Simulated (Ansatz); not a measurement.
A plane-wave DFT run in Ansatz 0.2.0 (scalar-relativistic PAW potentials unless the input names others): input and command.

```yaml
crystal:
  lattice:
    - [2.4649796668, 0.0, 0.0]
    - [-1.2324898334, 2.1347350113, 0.0]
    - [0.0, 0.0, 32.4768659153]
  atoms:
    - { symbol: C, position: [0.0, 0.0, 0.2617247692] }
    - { symbol: C, position: [0.6666666666, 0.3333333333, 0.261724762] }
    - { symbol: C, position: [0.0, 0.0, 0.3654668122] }
    - { symbol: C, position: [0.3333333333, 0.6666666667, 0.365466805] }
    - { symbol: C, position: [-0.1037256181, -0.2074512362, 0.4694349414] }
    - { symbol: C, position: [0.5630650907, 0.1261301813, 0.4694254725] }
    - { symbol: C, position: [-0.1099025422, -0.2198050845, 0.5730912659] }
    - { symbol: C, position: [0.2234173942, 0.4468347883, 0.5729978659] }
    - { symbol: C, position: [0.1837022296, 0.3674044592, 0.6781104216] }
    - { symbol: C, position: [0.848932143, 0.697864286, 0.669045256] }
    - { symbol: O, position: [0.2470297093, 0.4940594186, 0.7198890893] }
basis:
  ecutwfc: 420
  xc_grid: 3
kpoints:
  mp_grid: { grid: [12, 12, 1] }
hamiltonian:
  xc: pbe
  dispersion: d3bj
scf:
  occupations: { method: tetrahedron_uncorrected }
output:
  forces: true
  eigenvalues: true
efield:
  axis: 3
  dipole_correction: true
  ramp_width: 0.04
```

```bash
ansatz run input.yaml --threads 1 --pin off --max-ram 2560MiB --backend cpu --events-out ev --progress --plain --runs-dir out
```

Abridged log:
```
Basis set: ecut = 420 eV, 3223 PW (Γ), exchange–correlation on 54×54×675 points (27 copies of the dense FFT grid, shifted against one another)
Bands: 34, of which v1, the nominal top of the filled ones, is band 23 counted from 1 (22 counted from 0)
Symmetry: 2 space group operations
k-points: 43 of 144 (time reversal used)
SCF iter   1: F=—  HF=-3073.293779 eV  |F-HF|=—  |Δ(HF+E_count)|=         —  Δρ=1.10e-2  dr2=1.89e-1  ethr=1.77e-3  p=-0.138 e·Å  D=-1.46e-1 V/Å  ΔV_dip=4.75 eV  dr2_dipole=6.83e-2  V_vac-E_F(+/−)=8.71/3.96 eV  ⟨swp⟩=11.1  Hψ=9479  notcnv=0  defer=31
efield: sawtooth ramp at fractional position 0.9708 (placed from the atoms, in the widest stretch of the axis that holds none; the zero of the levels goes with the place), width 0.0400; the density the first Hamiltonian is built on has a dipole p = -0.138 e·Å; the dipole correction subtracts the counter field D = -1.46e-1 V/Å, which shifts the + side's vacuum level by +4.75 eV against the − side's; the planar-averaged density in the ramp window peaks in size at 1.2e-5 e/Å³
SCF iter   2: F=—  HF=-3073.268463 eV  |F-HF|=—  |Δ(HF+E_count)|=   2.53e-2  Δρ=5.48e-3  dr2=1.48e-1  ethr=4.10e-4  p=-0.138 e·Å  D=-1.46e-1 V/Å  ΔV_dip=4.75 eV  dr2_dipole=9.06e-2  V_vac-E_F(+/−)=8.66/3.91 eV  ⟨swp⟩=2.1  Hψ=1955  notcnv=0  defer=192  κ⁻¹=1.0e0(r=1)
SCF iter   3: F=—  HF=-3076.947060 eV  |F-HF|=—  |Δ(HF+E_count)|=    3.68e0  Δρ=8.06e-2  dr2=3.74e2  ethr=3.22e-4  p=0.063 e·Å  D=6.72e-2 V/Å  ΔV_dip=-2.18 eV  dr2_dipole=2.93e2  V_vac-E_F(+/−)=5.80/7.98 eV  ⟨swp⟩=7.0  Hψ=4907  notcnv=0  defer=234  κ⁻¹=3.8e-5(r=2)
SCF iter   4: F=—  HF=-3073.401984 eV  |F-HF|=—  |Δ(HF+E_count)|=    3.55e0  Δρ=1.79e-2  dr2=2.30e0  ethr=3.22e-4  p=-0.110 e·Å  D=-1.16e-1 V/Å  ΔV_dip=3.77 eV  dr2_dipole=4.28e-2  V_vac-E_F(+/−)=7.43/3.66 eV  ⟨swp⟩=4.0  Hψ=2982  notcnv=0  defer=237  κ⁻¹=1.9e-5(r=3)
SCF iter   5: F=—  HF=-3073.249284 eV  |F-HF|=—  |Δ(HF+E_count)|=   1.53e-1  Δρ=1.54e-3  dr2=3.29e-2  ethr=3.22e-4  p=-0.116 e·Å  D=-1.22e-1 V/Å  ΔV_dip=3.98 eV  dr2_dipole=2.23e-2  V_vac-E_F(+/−)=7.78/3.81 eV  ⟨swp⟩=3.5  Hψ=2585  notcnv=0  defer=240  κ⁻¹=3.2e-6(r=4)
SCF iter   6: F=—  HF=-3073.248989 eV  |F-HF|=—  |Δ(HF+E_count)|=   2.95e-4  Δρ=1.10e-3  dr2=3.49e-2  ethr=7.16e-5  p=-0.113 e·Å  D=-1.20e-1 V/Å  ΔV_dip=3.89 eV  dr2_dipole=2.45e-2  V_vac-E_F(+/−)=7.65/3.77 eV  ⟨swp⟩=3.0  Hψ=2003  notcnv=0  defer=231  κ⁻¹=2.2e-6(r=5)
SCF iter   7: F=—  HF=-3073.247799 eV  |F-HF|=—  |Δ(HF+E_count)|=   1.19e-3  Δρ=6.88e-4  dr2=1.43e-2  ethr=7.16e-5  p=-0.108 e·Å  D=-1.14e-1 V/Å  ΔV_dip=3.71 eV  dr2_dipole=7.42e-3  V_vac-E_F(+/−)=7.58/3.87 eV  ⟨swp⟩=2.4  Hψ=1382  notcnv=0  defer=231  κ⁻¹=1.1e-6(r=6)
SCF iter   8: F=—  HF=-3073.247419 eV  |F-HF|=—  |Δ(HF+E_count)|=   3.80e-4  Δρ=4.96e-4  dr2=8.69e-3  ethr=3.11e-5  p=-0.108 e·Å  D=-1.14e-1 V/Å  ΔV_dip=3.71 eV  dr2_dipole=7.39e-3  V_vac-E_F(+/−)=7.53/3.82 eV  ⟨swp⟩=2.0  Hψ=1521  notcnv=0  defer=235  κ⁻¹=2.0e-7(r=7)
   ...
SCF iter  10: F=—  HF=-3073.247048 eV  |F-HF|=—  |Δ(HF+E_count)|=   1.20e-4  Δρ=2.11e-4  dr2=2.35e-3  ethr=9.42e-6  p=-0.104 e·Å  D=-1.11e-1 V/Å  ΔV_dip=3.59 eV  dr2_dipole=1.74e-3  V_vac-E_F(+/−)=7.46/3.87 eV  ⟨swp⟩=2.4  Hψ=1524  notcnv=0  defer=240  κ⁻¹=7.7e-9(r=8)
SCF iter  11: F=—  HF=-3073.246974 eV  |F-HF|=—  |Δ(HF+E_count)|=   7.45e-5  Δρ=1.52e-4  dr2=1.27e-3  ethr=5.11e-6  p=-0.104 e·Å  D=-1.10e-1 V/Å  ΔV_dip=3.57 eV  dr2_dipole=9.01e-4  V_vac-E_F(+/−)=7.45/3.88 eV  ⟨swp⟩=2.4  Hψ=1487  notcnv=0  defer=240  κ⁻¹=1.9e-9(r=8)
SCF iter  12: F=—  HF=-3073.246929 eV  |F-HF|=—  |Δ(HF+E_count)|=   4.51e-5  Δρ=9.54e-5  dr2=4.38e-4  ethr=2.77e-6  p=-0.103 e·Å  D=-1.09e-1 V/Å  ΔV_dip=3.55 eV  dr2_dipole=2.96e-4  V_vac-E_F(+/−)=7.45/3.90 eV  ⟨swp⟩=2.8  Hψ=1493  notcnv=0  defer=240  κ⁻¹=2.2e-7(r=8)
SCF iter  13: F=—  HF=-3073.246903 eV  |F-HF|=—  |Δ(HF+E_count)|=   2.54e-5  Δρ=1.49e-5  dr2=7.10e-7  ethr=9.52e-7  p=-0.103 e·Å  D=-1.09e-1 V/Å  ΔV_dip=3.53 eV  dr2_dipole=1.09e-7  V_vac-E_F(+/−)=7.45/3.91 eV  ⟨swp⟩=2.9  Hψ=1581  notcnv=0  defer=240  κ⁻¹=1.0e-5(r=8)
SCF iter  14: F=—  HF=-3073.246807 eV  |F-HF|=—  |Δ(HF+E_count)|=   9.68e-5  Δρ=6.77e-6  dr2=2.57e-7  ethr=1.54e-9  p=-0.103 e·Å  D=-1.09e-1 V/Å  ΔV_dip=3.53 eV  dr2_dipole=3.67e-8  V_vac-E_F(+/−)=7.45/3.92 eV  ⟨swp⟩=5.9  Hψ=3133  notcnv=0  defer=236  κ⁻¹=6.3e-6(r=8)
SCF iter  15: F=—  HF=-3073.246807 eV  |F-HF|=—  |Δ(HF+E_count)|=   8.16e-8  Δρ=6.51e-6  dr2=2.06e-7  ethr=2.17e-10  p=-0.103 e·Å  D=-1.09e-1 V/Å  ΔV_dip=3.54 eV  dr2_dipole=2.17e-8  V_vac-E_F(+/−)=7.45/3.92 eV  ⟨swp⟩=15.6  Hψ=8237  notcnv=0  κ⁻¹=3.7e-5(r=8)
SCF iter  16: F=-3073.246807 eV  HF=-3073.246807 eV  |F-HF|=4.76e-8  |Δ(HF+E_count)|=   8.81e-9  Δρ=3.45e-6  dr2=5.13e-8  ethr=2.17e-10  p=-0.103 e·Å  D=-1.09e-1 V/Å  ΔV_dip=3.53 eV  dr2_dipole=8.88e-9  V_vac-E_F(+/−)=7.45/3.92 eV  ⟨swp⟩=3.2  Hψ=5464  notcnv=0  κ⁻¹=4.7e-6(r=8)
SCF iter  17: F=-3073.246807 eV  HF=-3073.246807 eV  |F-HF|=6.34e-10  |Δ(HF+E_count)|=   5.39e-9  Δρ=7.67e-7  dr2=8.63e-10  ethr=1.11e-10  p=-0.103 e·Å  D=-1.09e-1 V/Å  ΔV_dip=3.54 eV  dr2_dipole=3.46e-10  V_vac-E_F(+/−)=7.45/3.92 eV  ⟨swp⟩=3.0  Hψ=4831  notcnv=0
SCF 1 converged in 17 iterations: F = -3073.246807 eV  dr2 = 8.63e-10
SCF converged after 17 iterations
Stability not checked: this state was not tested for a lower state beside it, because the mixer in use, unlike msr1, does not test its closes by its own steps (another_mixer; see scf.mixing.algorithm and scf.lower_state_search)
an eigenvalue changed by more than its tolerance at an iteration that met the thresholds in force, so the SCF went on 1 time: the last check found none over its tolerance
Free energy (F): -3073.246807 eV
Harris-Foulkes:  -3073.246807 eV  (|F-HF|=6.34e-10)
Internal energy: -3073.246758 eV  (E = F + TS)
E sigma→0 (E₀):  -3073.246807 eV
Entropy (-TS):   -0.000049 eV (-0.004 meV/atom)
Fermi energy:    1.538378 eV
Dipole field:    D = -0.108825 V/Å  (p = -0.102777 e·Å, saw-weighted, corrected)
Work function:   Φ+ = 7.4499 eV   Φ− = 3.9155 eV
Levels:          The Fermi level and band energies are counted from a zero that moves with the ramp; work functions are not
  E_disp       = -1.515536  (pairwise vdW)
--- Forces (eV/Å), atoms counted from 1 ---
  atom   1  C      0.00000000     0.00308147     0.01058540
  atom   2  C      0.00000000    -0.00128554    -0.01178756
  atom   3  C      0.00000000     0.00053561    -0.00852733
  atom   4  C      0.00000000    -0.00278300     0.00998918
  atom   5  C      0.00000000     0.03738797    -0.00063447
  atom   6  C      0.00000000    -0.03674811     0.00103200
  atom   7  C      0.00000000    -0.00717531    -0.01083693
  atom   8  C      0.00000000     0.00422228    -0.00047455
  atom   9  C      0.00000000    -0.00915202     0.02114457
  atom  10  C      0.00000000    -0.01717354     0.05552764
  atom  11  O      0.00000000     0.02909072    -0.06603737
```

Apart from outputs, empty bands and the relaxation, which only the reference makes, the input differs from a reference run on usual settings in scf.occupations.width: 0.1 → not typed; scf.occupations.method: "gaussian" → "tetrahedron_uncorrected"; basis.xc_grid: not typed → 3. The reference, at the same geometry, ended its own course with largest force 0.020 eV/Å, no gap on the mesh. This run converged in 17 SCF iterations with an energy at zero smearing 0.86 meV/atom above the reference's, largest force 0.072 eV/Å, no gap on the mesh.

It took 27 s on 1 thread of Intel(R) Xeon(R) Platinum 8488C (Sapphire Rapids), on a shared host, peak memory 0.57 GiB.